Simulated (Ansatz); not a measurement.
Input of an Ansatz 0.2.0 run:

input.yaml

```yaml
crystal:
  lattice: { a: 3.258955, b: 3.258955, c: 3.258955, alpha: 90.0, beta: 90.0, gamma: 90.0 }
  space_group: 221
  setting: { hermann_mauguin: Pm-3m }
  reduce_to_primitive: true
  atoms:
    - { symbol: K, position: [0.0, 0.0, 0.0] }
    - { symbol: F, position: [0.5, 0.5, 0.5] }
kpoints:
  mp_grid: { grid: [8, 8, 8] }
scf:
  occupations: { method: fixed }
hamiltonian:
  xc: { exchange: revpbe, correlation: lda }
  pseudopotentials:
    kind: all_electron
    lapw: { basis_error: 0.0005 }
    dirac_shells: { K: ["2p"] }
output:
  eigenvalues: true
  optics:
    e_range: [0, 14]
    de: 0.1
    sigma: 0.2
    nscf_kmesh: { grid: [12, 12, 12] }
```

Potentials or basis: all-electron LAPW, inner shells corrected to Dirac's equation.

The run is started by

```bash
$ ansatz run input.yaml --threads 1 --pin off --max-ram 2560MiB --backend cpu --events-out ev --progress --plain --runs-dir out
```

(1) Predict the band gap on the k mesh.

Results:

(1) 6.86 eV, indirect (least direct gap 6.91 eV).

Caveat: local fields are left out.
